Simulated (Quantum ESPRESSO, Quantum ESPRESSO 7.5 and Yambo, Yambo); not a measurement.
## KI (Fm-3m): Bethe-Salpeter spectra with Yambo

Aim: follow the lowest exciton of KI (Fm-3m) as the mesh is refined.

Main program and level: Quantum ESPRESSO 7.5 and Yambo 5.3.0; PBE and many-body steps on it, plane waves.

### 1. The structure

The structure is cubic, space group Fm-3m (No. 225). The conventional cell has a = 7.066 Å, b = 7.066 Å, c = 7.066 Å, α = 90.00°, β = 90.00°, γ = 90.00°. Nearest to K lie 6 I at 3.53 Å. Nearest to I lie 6 K at 3.53 Å. Farther neighbours and most contacts between anions are not listed.

The cell and positions come from the Crystallography Open Database and are kept as given unless a step says otherwise. Spin-orbit coupling is left out unless a step names it.

### 2. Empty states on the mesh, 4×4×4 mesh, 147 bands

This step: Quantum ESPRESSO 7.5; DFT, PBE, plane waves, norm-conserving pseudopotentials.

The sums over transitions need many empty states on a uniform mesh; this step solves for them.

Input file pw.in:

```
&control
  calculation = 'nscf'
  prefix = 'x'
  outdir = 'o'
  pseudo_dir = 'pseudo'
/
&system
  ibrav = 0
  nat = 2
  ntyp = 2
  ecutwfc = 76.0
  nbnd = 147
  force_symmorphic = .true.
/
&electrons
  conv_thr = 1e-9
  electron_maxstep = 80
  diago_full_acc = .true.
  diago_thr_init = 5e-6
/
ATOMIC_SPECIES
  K 39.098 K.upf
  I 126.9 I.upf
CELL_PARAMETERS angstrom
  0.0000000000 3.5327750000 3.5327750000
  3.5327750000 0.0000000000 3.5327750000
  3.5327750000 3.5327750000 -0.0000000000
ATOMIC_POSITIONS crystal
  K 0.0000000000 0.0000000000 0.0000000000
  I 0.5000000000 0.5000000000 0.5000000000
K_POINTS automatic
  4 4 4 0 0 0
```

Launch:

```console
$ OMP_NUM_THREADS=1 mpirun -n 4 pw.x -nk 4 -in pw.in > pw.out
```

The log of the run:

```text
Program PWSCF v.7.5 starts

     This program is part of the open-source Quantum ESPRESSO suite
     for quantum simulation of materials; please cite
         "P. Giannozzi et al., J. Phys.:Condens. Matter 21 395502 (2009);
         "P. Giannozzi et al., J. Phys.:Condens. Matter 29 465901 (2017);
         "P. Giannozzi et al., J. Chem. Phys. 152 154105 (2020);
     in publications or presentations arising from this work. More details at

     Atomic positions and unit cell read from directory:
     o/x.save/

     Message from routine setup:
[...]
41.5888  42.7574  42.7574  43.4954  43.4954  43.5600  43.5600  43.5875
     [... 7 further rows ...]
    68.8451  68.8451  69.9535  69.9830  69.9830  70.1362  71.7432  71.7432
    72.7317  72.7317  73.0523

          k = 0.3536 0.0000 0.0000 (  6643 PWs)   bands (ev):

     [... further k-points ...]

     highest occupied, lowest unoccupied level (ev):     2.8347    6.8023

     XML data file, pseudopotentials, collected wavefunctions

=------------------------------------------------------------------------------=
   JOB DONE.
=------------------------------------------------------------------------------=
```

Elapsed: 25 s, on 4 MPI ranks of Arm Neoverse V1, shared host; peak memory 0.56 GiB; 1.7 min of CPU time.

This step gave:

```
gap                                                           : 3.968 eV
k of the valence top                                          : 0, 0, 0
k of the conduction bottom                                    : 0, 0, 0
least direct gap                                              : 3.968 eV
k points computed                                             : 8
lowest point of the top converged band, above the valence top : 67.9421 eV
```

On this mesh the gap is 3.968 eV.

The density comes from a self-consistent run that is not shown.

### 3. Conversion and set-up

This step: Yambo 5.3.0; conversion and set-up on PBE, plane waves, norm-conserving pseudopotentials.

The states are converted to the many-body program's format and the q mesh is built.

Launch:

```console
$ (cd o/x.save; p2y > p2y.log; mv SAVE ../..); yambo > setup.log
```

The log of the run:

```text
 Yambo, version 5.3.0

 [02] CORE Variables Setup
 =========================

  [02.01] Unit cells
  ==================

  Cell kind             :  FCC
  Atoms in the cell     :  K  I
  number of K  atoms    :  1
  number of I  atoms    :  1

  List of atomic masses
  Mass of K     :  39.09800
  Mass of I     :  126.9000

  List of atomic coordinates    : [cc]
  K1       :  0.000000  0.000000  0.000000  order 1
  I1       :  6.675977  6.675977  6.675977  order 2

  Alat factors          :  6.675977  6.675977  6.675977 [a.u.]
  Direct lattice volume :  595.0789 [a.u.]
[...]
==========================================

 IBZ Q-points                                      :   8
 BZ  Q-points                                      :   64

 K/Q-points units:
 rlu = crystal or reduced units; cc = cartesian coordinates; iku = interal k-units

 Q [1]          [rlu]:  0.000000  0.000000  0.000000
 Q [2]          [rlu]: -0.66843E-18 -0.66843E-18  0.25000
 Q [3]          [rlu]:  0.13369E-17  0.13369E-17 -0.50000
[...]
Q [7]          [rlu]:  0.40852E-17 -0.50000     -0.50000
 Q [8]          [rlu]:  0.250000 -0.500000 -0.250000

  [03.01] X indexes
  =================

   [03.01.01] Sigma indexes
   ========================

 [06] Game Over & Game summary
```

Wall time 3.5 s (1 MPI rank); peak memory 0.26 GiB.

### 4. Screening and self-energy, 4×4×4 mesh, 147 bands, screening to 149.7 eV

G0W0 replaces the xc potential by the self-energy, built once from these orbitals. Only a window of levels is corrected, while the sums run over the empty bands that the input names.

This step: G0W0 on PBE, plane waves, norm-conserving pseudopotentials.

Input file gw1.in:

```
HF_and_locXC
gw0
dyson
ppa
em1d
rim_cut
RandQpts= 1000000
RandGvec= 1 RL
EXXRLvcs= 76 Ry
VXCRLvcs= 304 Ry
Chimod= "HARTREE"
% BndsRnXp
 1 | 147 |
%
NGsBlkXp= 11 Ry
% LongDrXp
 1 | 1 | 1 |
%
% GbndRnge
 1 | 147 |
%
DysSolver= "n"
ExtendOut
PPAPntXp= 27.21138 eV
% QPkrange
 1 | 1 | 16 | 19 |
%
```

Launch:

```console
$ OMP_NUM_THREADS=1 mpirun -n 4 yambo -F gw1.in -J gw1 -C gw1 > gw1.log
```

The log of the run:

```text
 Yambo, version 5.3.0

 [02] CORE Variables Setup
 =========================

  [... cell, symmetries and grids as in the set-up ...]

  [02.05] Energies & Occupations
  ==============================

  [X] === General ===
  [X] Electronic Temperature                        :  0.000000  0.000000 [eV K]
  [X] Bosonic    Temperature                        :  0.000000  0.000000 [eV K]
  [X] Finite Temperature mode                       : no
  [X] El. density                                   :  0.38557E+24 [cm-3]
[...]
Sx RL components                                 :   6735

   QP @ state[ 1 ] K range                          :  1  1
   QP @ state[ 1 ] b range                          :  16  19
   GF energies kind                                 : Perdew, Burke & Ernzerhof(X)+Perdew, Burke & Ernzerhof(C)
   GF WF`s kind                                     : Perdew, Burke & Ernzerhof(X)+Perdew, Burke & Ernzerhof(C)
   Xs energies kind                                 : Perdew, Burke & Ernzerhof(X)+Perdew, Burke & Ernzerhof(C)
   Xs WF`s kind                                     : Perdew, Burke & Ernzerhof(X)+Perdew, Burke & Ernzerhof(C)

 [11] Game Over & Game summary
```

Elapsed: 4 min, on 4 MPI ranks; peak memory 2.1 GiB; 16 min of CPU time.

This step gave:

```yaml
g0w0_gap_on_the_points_computed: 6.025 eV
starting_gap_on_the_mesh: 3.968 eV
k_of_the_valence_top: 0, 0, 0
k_of_the_conduction_bottom: 0, 0, 0
least_direct_g0w0_gap_on_the_computed_points: 6.025 eV
```

The gap on the mesh goes from 3.97 eV to 6.02 eV, a correction of +2.06 eV.

The gap opens by 2.057 eV; the next steps shift the empty bands rigidly by 2.057 eV.

### 5. Empty states on the mesh, 4×4×4 mesh, 37 bands

This step: Quantum ESPRESSO 7.5; DFT, PBE, plane waves, norm-conserving pseudopotentials.

pw.in: that of step 2 with these lines changed.

```diff
@@ -11,3 +11,3 @@
   ecutwfc = 76.0
-  nbnd = 147
+  nbnd = 37
   force_symmorphic = .true.
```

Launch:

```console
$ OMP_NUM_THREADS=1 mpirun -n 4 pw.x -nk 4 -in pw.in > pw.out
```

The log of the run:

```text
[banner, memory and clock lines left out]
Program PWSCF v.7.5 starts

     Atomic positions and unit cell read from directory:
     o/x.save/

     Message from routine setup:
     using ibrav=0 with symmetry is DISCOURAGED, use correct ibrav instead

     G-vector sticks info

     bravais-lattice index     =            0
     lattice parameter (alat)  =       9.4413  a.u.
     unit-cell volume          =     595.0789 (a.u.)^3
     number of atoms/cell      =            2
     number of atomic types    =            2
     number of electrons       =        34.00
[...]
19.2741  19.6638  19.6638  22.6902  22.8213

          k =-0.3536-0.3536 0.3536 (  6658 PWs)   bands (ev):

  -170.5835-117.4418-117.4417-117.4417 -39.8399 -39.8399 -39.8382 -39.8285
[...]
2.5000   8.3727  10.5460  11.0209  11.0209  11.5289  11.5289  12.1564
    12.9175  12.9175  14.3973  14.3973  15.1313  16.4470  18.5941  18.5941
    20.0995  20.3808  21.5206  21.5206  22.5547

          k = 0.3536 0.0000 0.0000 (  6643 PWs)   bands (ev):

     [... further k-points ...]

     highest occupied, lowest unoccupied level (ev):     2.8347    6.8023

     XML data file, pseudopotentials, collected wavefunctions
```

Wall time 6.4 s (4 MPI ranks); peak memory 0.32 GiB.

Numbers from this step:

| Property | Result |
| --- | --- |
| gap | 3.968 eV |
| k of the valence top | 0, 0, 0 |
| k of the conduction bottom | 0, 0, 0 |
| least direct gap | 3.968 eV |
| k points computed | 8 |
| lowest point of the top converged band, above the valence top | 17.71 eV |

On this mesh the gap is 3.968 eV.

### 6. Conversion and set-up

This step: Yambo 5.3.0; conversion and set-up on PBE, plane waves, norm-conserving pseudopotentials.

Launch:

```console
$ (cd o/x.save; p2y > p2y.log; mv SAVE ../..); yambo > setup.log
```

The log of the run:

```text
 Yambo, version 5.3.0

 [02] CORE Variables Setup
 =========================

  [02.01] Unit cells
  ==================

  Cell kind             :  FCC
  Atoms in the cell     :  K  I
  number of K  atoms    :  1
  number of I  atoms    :  1

  List of atomic masses
  Mass of K     :  39.09800
  Mass of I     :  126.9000

  List of atomic coordinates    : [cc]
  K1       :  0.000000  0.000000  0.000000  order 1
  I1       :  6.675977  6.675977  6.675977  order 2

  Alat factors          :  6.675977  6.675977  6.675977 [a.u.]
  Direct lattice volume :  595.0789 [a.u.]
[...]
==========================================

 IBZ Q-points                                      :   8
 BZ  Q-points                                      :   64

 K/Q-points units:
 rlu = crystal or reduced units; cc = cartesian coordinates; iku = interal k-units

 Q [1]          [rlu]:  0.000000  0.000000  0.000000
 Q [2]          [rlu]: -0.66843E-18 -0.66843E-18  0.25000
 Q [3]          [rlu]:  0.13369E-17  0.13369E-17 -0.50000
[...]
Q [7]          [rlu]:  0.40852E-17 -0.50000     -0.50000
 Q [8]          [rlu]:  0.250000 -0.500000 -0.250000

  [03.01] X indexes
  =================

   [03.01.01] Sigma indexes
   ========================

 [06] Game Over & Game summary
```

Elapsed: 3.5 s, on 1 MPI rank; peak memory 0.26 GiB.

[end of part 1 of 4]

[Paths, hosts, dates, memory and timing lines, banners, echoed tables and standing remarks are left out of the program output.]

[Logs are printed without paths, hosts, clocks, repeated set-up lines and the standing remarks that a program may print on its own settings, such as how far it seeks lower states.]

[Runs of the session that timed out or met a known fault of the program may be left out.]

[Hosts, paths, dates, database ids (printed as entryN), source tags and the programs' standing remarks are cut or masked in the printed files.]
